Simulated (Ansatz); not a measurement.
A plane-wave DFT run in Ansatz 0.2.0 (scalar-relativistic PAW potentials unless the input names others): input and command.

```yaml
crystal:
  lattice:
    - [-3.1604388711, -3.1604388711, 3.1604388711]
    - [-3.1604388711, 3.1604388711, -3.1604388711]
    - [3.1604388711, -3.1604388711, -3.1604388711]
  atoms:
    - { symbol: Mo, position: [0.4810152949, 0.4810152949, 0.5] }
    - { symbol: Mo, position: [0.0, 0.5, 0.5] }
    - { symbol: Mo, position: [0.5, 0.0, 0.5] }
    - { symbol: Mo, position: [0.0, 0.0, 0.5] }
    - { symbol: Mo, position: [0.5, 0.5, 0.0] }
    - { symbol: Mo, position: [0.0, 0.5, 0.0] }
    - { symbol: Mo, position: [0.5, 0.0, 0.0] }
    - { symbol: Mo, position: [0.0, 0.0, 0.0] }
basis:
  ecutwfc: 420
kpoints:
  mp_grid: { grid: [14, 14, 14] }
hamiltonian:
  xc: pbe
  hubbard: { sites: [{ species: Mo, l: d, u_eff: 3.0 }], double_counting: amf }
scf:
  occupations: { method: tetrahedron }
output:
  forces: true
  eigenvalues: true
  stress: true
```

```bash
ansatz run input.yaml --threads 1 --pin off --max-ram 2560MiB --backend cpu --events-out ev --progress --plain --runs-dir out
```

Abridged log:
```
Warning: output.forces, output.stress, relax.cell or npt_langevin: where a Kohn–Sham band that disperses or a degenerate level is filled in part under the method tetrahedron, the forces or the stress that this run publishes need not agree with its energy (scf.occupations.method in the input reference, under Limitations); prefer a smearing scheme for the forces or the stress
Basis set: ecut = 420 eV, 2491 PW (Γ), exchange–correlation on 80×80×80 points (8 copies of the dense FFT grid, shifted against one another)
Bands: 68, of which v1, the nominal top of the filled ones, is band 56 counted from 1 (55 counted from 0)
Symmetry: 8 space group operations
k-points: 244 of 2744 (time reversal used)
SCF iter   1: F=—  HF=-39653.101200 eV  |F-HF|=—  |Δ(HF+E_count)|=         —  Δρ=1.06e-1  dr2=1.43e1  ethr=3.10e-3  ⟨swp⟩=4.5  Hψ=54039  notcnv=0  defer=25
SCF iter   2: F=—  HF=-39649.667777 eV  |F-HF|=—  |Δ(HF+E_count)|=    3.43e0  Δρ=5.87e-2  dr2=3.93e0  ethr=3.10e-3  ⟨swp⟩=2.0  Hψ=31350  notcnv=0  defer=1091
SCF iter   3: F=—  HF=-39648.733896 eV  |F-HF|=—  |Δ(HF+E_count)|=   9.34e-1  Δρ=9.65e-3  dr2=4.08e-2  ethr=3.10e-3  ⟨swp⟩=2.7  Hψ=29890  notcnv=0  defer=1090
SCF iter   4: F=—  HF=-39648.760465 eV  |F-HF|=—  |Δ(HF+E_count)|=   2.66e-2  Δρ=2.00e-3  dr2=7.24e-3  ethr=3.65e-5  ⟨swp⟩=3.6  Hψ=32409  notcnv=0  defer=1070
SCF iter   5: F=—  HF=-39648.760854 eV  |F-HF|=—  |Δ(HF+E_count)|=   3.90e-4  Δρ=1.26e-3  dr2=4.05e-3  ethr=6.47e-6  ⟨swp⟩=3.2  Hψ=24403  notcnv=0  defer=1070
SCF iter   6: F=—  HF=-39648.760651 eV  |F-HF|=—  |Δ(HF+E_count)|=   2.04e-4  Δρ=5.54e-4  dr2=7.76e-4  ethr=3.62e-6  ⟨swp⟩=2.5  Hψ=18710  notcnv=0  defer=1068
SCF iter   7: F=—  HF=-39648.760610 eV  |F-HF|=—  |Δ(HF+E_count)|=   4.13e-5  Δρ=2.45e-4  dr2=1.29e-4  ethr=6.93e-7  ⟨swp⟩=2.7  Hψ=22894  notcnv=0  defer=1068
SCF iter   8: F=—  HF=-39648.760592 eV  |F-HF|=—  |Δ(HF+E_count)|=   1.74e-5  Δρ=6.59e-5  dr2=9.30e-6  ethr=1.15e-7  ⟨swp⟩=2.1  Hψ=17961  notcnv=0  defer=1068
SCF iter   9: F=—  HF=-39648.760586 eV  |F-HF|=—  |Δ(HF+E_count)|=   6.30e-6  Δρ=1.26e-5  dr2=3.68e-7  ethr=8.30e-9  ⟨swp⟩=2.0  Hψ=19687  notcnv=0  defer=1068
SCF iter  10: F=-39648.760585 eV  HF=-39648.760585 eV  |F-HF|=1.65e-8  |Δ(HF+E_count)|=   4.34e-7  Δρ=2.97e-6  dr2=1.93e-8  ethr=8.93e-11  ⟨swp⟩=7.4  Hψ=60142  notcnv=0
SCF 1 converged in 10 iterations: F = -39648.760585 eV  dr2 = 1.93e-8
SCF converged after 10 iterations
Stability not checked: this state was not tested for a lower state beside it, because cold or Methfessel-Paxton smearing, or corrected tetrahedra, fill the levels in a way that the test cannot read (fill_not_monotonic; see scf.lower_state_search)
Free energy (F): -39648.760585 eV
Harris-Foulkes:  -39648.760585 eV  (|F-HF|=1.65e-8)
Internal energy: -39648.760571 eV  (E = F + TS)
E sigma→0 (E₀):  -39648.760585 eV
Entropy (-TS):   -0.000015 eV (-0.002 meV/atom)
Fermi energy:    20.833557 eV
DFT+U double counting: amf (around mean field; hamiltonian.hubbard.double_counting)
--- Forces (eV/Å), atoms counted from 1 ---
  atom   1  Mo    -1.37519892     0.00000000     0.00000000
  atom   2  Mo     0.00855062     0.16403366    -0.16403366
  atom   3  Mo     0.00855062    -0.16403366     0.16403366
  atom   4  Mo     0.92893816     0.00000000     0.00000000
  atom   5  Mo     0.00855062    -0.16403366    -0.16403366
  atom   6  Mo     0.20603658     0.00000000     0.00000000
  atom   7  Mo     0.20603658     0.00000000     0.00000000
  atom   8  Mo     0.00855062     0.16403366     0.16403366
--- Stress (GPa, compression-positive) ---
        2.965702       0.000000       0.000000
        0.000000       2.349728       0.000000
        0.000000       0.000000       2.349728
  P = ⅓ Tr σ = 2.5551 GPa (25.551 kbar)
Occupation matrices written to <dir>
```

Apart from outputs and empty bands, the input differs from a reference run on usual settings in scf.occupations.width: 0.15 → not typed; scf.occupations.method: "gaussian" → "tetrahedron"; hamiltonian.hubbard: not typed → {"sites": [{"species": "Mo", "l": "d", "u_eff": 3.0}], "double_counting": "amf"}. The reference, at the same geometry (not necessarily relaxed), gave pressure 0.53 GPa, largest force 1.447 eV/Å, no gap on the mesh. This run converged in 10 SCF iterations (reference: 6) with an energy at zero smearing 84.95 meV/atom below the reference's (the Hamiltonian itself differs), pressure 2.56 GPa, largest force 1.375 eV/Å, no gap on the mesh.

Time: 110 s on 1 thread of Intel(R) Xeon(R) 6975P-C (Granite Rapids), on a shared host, peak memory 2.5 GiB.